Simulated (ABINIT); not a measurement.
Planning a run of ABINIT 10.8.3 on SiC (Moissanite). The input:

```
acell 3*1.0 Angstrom
rprim 
  3.075999999976 0.000000000005 0.000000000000
  -1.537999999993 2.663894142018 0.000000000000
  0.000000000000 0.000000000000 5.048000000000
ntypat 2
znucl 14 6
natom 4
typat 1 1 2 2
xred 
  0.333333333333 0.666666666667 0.000000000000
  0.666666666667 0.333333333333 0.500000000000
  0.333333333333 0.666666666667 0.385000000000
  0.666666666667 0.333333333333 0.885000000000
pp_dirpath "pseudos"
pseudos "Si.upf, C.upf"
ecut 37
ngkpt 3 3 4
nshiftk 1
shiftk 0 0 0
kptopt 1
chksymbreak 0
istwfk *1
occopt 1
irdwfk 1
optdriver 4
nband 75
gwcalctyp 28
ecutsigx 37
symsigma 0
nkptgw 9
kptgw 
  0.0000000000 0.0000000000 0.0000000000
  0.3333333333 0.0000000000 0.0000000000
  0.3333333333 0.3333333333 0.0000000000
  0.0000000000 0.0000000000 0.2500000000
  0.3333333333 0.0000000000 0.2500000000
  0.3333333333 0.3333333333 0.2500000000
  0.0000000000 0.0000000000 0.5000000000
  0.3333333333 0.0000000000 0.5000000000
  0.3333333333 0.3333333333 0.5000000000
bdgw 
  1 22
  1 22
  1 22
  1 22
  1 22
  1 22
  1 22
  1 22
  1 22
ecuteps 5
irdscr 1
ppmodel 1
irdqps 1
rhoqpmix 0.3
indata_prefix "in"
outdata_prefix "out"
tmpdata_prefix "tmp"
```

```sh
OMP_NUM_THREADS=1 mpirun -n 4 abinit run.abi > log
```

Question: Estimate wall time and host memory on 4 MPI ranks of Intel Xeon Platinum 8488C (Sapphire Rapids), shared host.

It took 57 s; on shared hardware allow 29 s to 1.9 min. Peak host memory was 1.1 GiB.

[Paths, hosts, dates, memory and timing lines, banners, echoed tables and standing remarks are left out of the program output.]

[Logs are printed without paths, hosts, clocks, repeated set-up lines and the standing remarks that a program may print on its own settings, such as how far it seeks lower states.]

[Runs of the session that timed out or met a known fault of the program may be left out.]

[No measured gap is set beside runs whose start may be inverted or whose files or cutoffs have a known fault.]

[Hosts, paths, dates, database ids (printed as entryN), source tags and the programs' standing remarks are cut or masked in the printed files.]

[G0W0 gaps are taken among the corrected bands and points alone; a level outside them can change the order at an edge.]

[Where Ansatz stands beside ABINIT at settings called matched, ABINIT's density can come from a denser mesh and the files from another edition; pairs whose starting gaps differed by over 0.03 eV were left out, so agreement reads better than it is.]
